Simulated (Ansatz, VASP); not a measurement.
One calculation of SbS3, two programs

File INCAR:

```
SYSTEM = SbS3
  ALGO = Normal
  EDIFF = 1E-6
  EDIFFG = -0.04
  ENCUT = 600
  GGA = PE
  IBRION = 2
  ISIF = 3
  ISMEAR = 0
  LASPH = .True.
  LCHARG = .False.
  LREAL = .False.
  LWAVE = .False.
  NELM = 60
  NSW = 90
  PREC = Accurate
  SIGMA = 0.1
```

Contents of KPOINTS:

```
k-points
0
Gamma
  4 4 4
  0 0 0
```

File POSCAR:

```
SbS3
1.0
   -2.9501677400      2.9501677400      2.9501677400
    2.9501677400     -2.9501677400      2.9501677400
    2.9501677400      2.9501677400     -2.9501677400
Sb S
1 3
Direct
    0.0000000000      0.0000000000      0.0000000000
    0.0000000000      0.5000000000      0.5000000000
    0.5000000000      0.0000000000      0.5000000000
    0.5000000000      0.5000000000      0.0000000000
```

Input for Ansatz:

```yaml
crystal:
  lattice:
    - [-2.95016774, 2.95016774, 2.95016774]
    - [2.95016774, -2.95016774, 2.95016774]
    - [2.95016774, 2.95016774, -2.95016774]
  atoms:
    - { symbol: Sb, position: [0.0, 0.0, 0.0] }
    - { symbol: S, position: [0.0, 0.5, 0.5] }
    - { symbol: S, position: [0.5, 0.0, 0.5] }
    - { symbol: S, position: [0.5, 0.5, 0.0] }
basis:
  ecutwfc: 420
kpoints:
  mp_grid: { grid: [4, 4, 4] }
hamiltonian:
  xc: pbe
scf:
  occupations: { method: gaussian, width: 0.1 }
  lower_state_search: "off"
output:
  forces: true
  stress: true
  eigenvalues: true
relax:
  adjacent_minimum: "off"
  f_tol: 0.04
  max_steps: 70
  cell: { stress_tol: 0.4 }
```

Change from the starting cell: species swapped into the Sb3Au type (Im-3m, No. 229).

Alike in both runs: task relaxation of cell and atoms; functional PBE; k mesh 4 × 4 × 4; occupations gaussian, width 0.1 eV; no spin polarisation.

|  | VASP | Ansatz |
| --- | --- | --- |
| version | VASP 6.6.1 | Ansatz 0.2.0 |
| potentials or method | VASP PAW PBE potentials, release 64 (Sb, S) | scalar-relativistic, plane waves, PAW |
| plane-wave cutoff (eV) | 600 | 420 |
| valence electrons in the cell | 23 | 33 |

Ansatz gave:

| Property | Result |
| --- | --- |
| gap on the k mesh at the Fermi level, each at its own relaxed structure (eV) | none |
| relaxed volume (Å³/atom) | 21.26 |
| relaxed cell length with the largest relative difference (Å) | 4.798 |
| energy change over the relaxation (meV/atom) | -139 |

Question: Estimate VASP's values.

Answer: gap on the k mesh at the Fermi level, each at its own relaxed structure (eV): none; relaxed volume (Å³/atom): 21.13; relaxed cell length with the largest relative difference (Å): 4.788; energy change over the relaxation (meV/atom): -147.

A gap of «none» marks a metal or a gap that the smearing closes. The two sets of potentials don't hold the same shells in valence.

Caveats: the k mesh is coarse (spacing up to 0.38 Å⁻¹), so the values aren't converged; the volume moved by over 15 % at a fixed basis, so the end points are rough (VASP); the bands computed are all filled at some k points, so no gap is given. Spin-orbit coupling is left out, which matters for the levels of Sb.
